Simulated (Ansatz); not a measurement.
Runs of Ansatz 0.2.0 on CuI (Marshite). The structure is cubic, space group F-43m (No. 216). The conventional cell has a = 6.063 Å, b = 6.063 Å, c = 6.063 Å, α = 90.00°, β = 90.00°, γ = 90.00°. I (site symmetry -43m) has 4 Cu at 2.63 Å as nearest neighbours. Cu (site symmetry -43m) is surrounded by 4 I at 2.63 Å. 

| task | level | cell | k mesh | cutoff (eV) | smearing | basis error allowed | gap on the mesh (eV) | pressure (GPa) |
| --- | --- | --- | --- | --- | --- | --- | --- | --- |
| single point | PBE | as given | 8 × 8 × 8 | 283 | gaussian 0.018 eV | 0.001 eV/atom | 1.12 | 0.3 |
| phonons | LDA | as given | 6 × 6 × 6 | 305 | fermi-dirac 0.05 eV | 0.001 eV/atom | 0.94 | - |
| single point | PBE | as given | 6 × 6 × 6 | 261 | fermi-dirac 0.06 eV | 0.002 eV/atom | 1.12 | 0.3 |
| single point | PBE | as given | 8 × 8 × 8 | 283 | gaussian 0.012 eV | 0.001 eV/atom | 1.12 | 0.3 |
| elastic constants | PBE | as given | 6 × 6 × 6 | 305 | fermi-dirac 0.05 eV | 0.001 eV/atom | 1.12 | 0.3 |
| relaxation of cell and atoms | PBE+D3(BJ) | relaxed | 8 × 8 × 8 | - | fermi-dirac 0.05 eV | 0.001 eV/atom | 1.24 | 0.0 |
| band structure | BLYP | as given | 8 × 8 × 8 | 283 | fermi-dirac 0.05 eV | 0.001 eV/atom | 1.16 | (a) |

Alike in all rows: potentials or basis all-electron LAPW, scalar-relativistic; no spin polarisation.

**Question.** Fill in the values left out.

**Answer.** (a) 3.5.

Caveats: spin-orbit coupling is left out, which moves the levels of the heavy elements.

A k mesh can miss the band edges, and the runs leave out spin-orbit coupling on I.
